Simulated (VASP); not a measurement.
Here is a VASP 6.6.1 calculation.

File INCAR:

```
SYSTEM = ZnCu
  PREC = Accurate
  ENCUT = 520
  EDIFF = 1E-6
  ISMEAR = 0
  SIGMA = 0.1
  LREAL = .False.
  LASPH = .True.
  NELM = 100
  ALGO = Fast
  ISIF = 2
  LWAVE = .False.
  LCHARG = .True.
  GGA = PE
  LELF = .True.
  LVHAR = .True.
  NBANDS = 18
```

Contents of KPOINTS:

```
Automatic mesh
0
Gamma
  6 6 6
  0 0 0
```

Contents of POSCAR:

```
ZnCu
1.0
    2.9675556317      0.0000000000      0.0000000000
    0.0000000000      2.9675556317      0.0000000000
    0.0000000000      0.0000000000      2.9675556317
Zn Cu
1 1
Direct
    0.5000000000      0.5000000000      0.5000000000
    0.0000000000      0.0000000000      0.0000000000
```

Potentials or basis: VASP PAW PBE potentials, release 64 (Zn, Cu).

Launch:

```bash
$ cat potpaw_PBE.64/Zn/POTCAR potpaw_PBE.64/Cu/POTCAR > POTCAR
$ mpirun -np 1 vasp_std > vasp.out
```

Task: What does it give for the band gap on the k mesh?

Result: None (metal or under the smearing width).

Task: Predict the pressure.

Result: 0.9 GPa.
